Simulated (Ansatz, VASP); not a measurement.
# Nb in VASP and in Ansatz

INCAR

```
ALGO = Normal
EDIFF = 1E-6
ENCUT = 520
GGA = PS
ISIF = 2
ISMEAR = 0
LASPH = T
LCHARG = T
LELF = T
LREAL = F
LVHAR = T
LWAVE = F
NBANDS = 20
NELM = 100
PREC = Accurate
SIGMA = 0.1
```

File KPOINTS:

```
k-points
0
Gamma
  9 9 4
```

File POSCAR:

```
Nb
1.0
    2.9077812200      0.0000000000      0.0000000000
   -1.4538906100      2.5182124100      0.0000000000
    0.0000000000      0.0000000000      4.6306775800
Nb
2
Direct
    0.3333333300      0.6666666700      0.2500000000
    0.6666666700      0.3333333300      0.7500000000
```

Input for Ansatz:

```yaml
crystal:
  lattice:
    - [2.90778122, 0.0, 0.0]
    - [-1.45389061, 2.51821241, 0.0]
    - [0.0, 0.0, 4.63067758]
  atoms:
    - { symbol: Nb, position: [0.33333333, 0.66666667, 0.25] }
    - { symbol: Nb, position: [0.66666667, 0.33333333, 0.75] }
basis:
  ecutwfc: 420
kpoints:
  mp_grid: { grid: [9, 9, 4] }
hamiltonian:
  xc: pbesol
scf:
  occupations: { method: gaussian, width: 0.1 }
output:
  forces: true
  stress: true
  eigenvalues: true
```

The cell was built by a generator and needn't be a form met in nature.

Alike in both runs: task single point; functional PBEsol; k mesh 9 × 9 × 4; occupations gaussian, width 0.1 eV; no spin polarisation.

```csv
,VASP,Ansatz
version,VASP 6.6.1,Ansatz 0.2.0
potentials or method,"VASP PAW PBE potentials, release 64 (Nb_sv)","scalar-relativistic, plane waves, PAW"
plane-wave cutoff (eV),520,420
valence electrons in the cell,26,26
```

|  | VASP | Ansatz | Ansatz less VASP |
| --- | --- | --- | --- |
| gap on the k mesh at the Fermi level (eV) | none | none | - |
| pressure (GPa) | 11.5 | 11.8 | +0.36 |
| largest component of the traceless stress (GPa) | 6.94 | 6.88 | -0.057 |

A gap of «none» marks a metal or a gap that the smearing closes.

Caveats: the PAW data sets were made with another functional, which shifts forces and pressure a little (VASP).
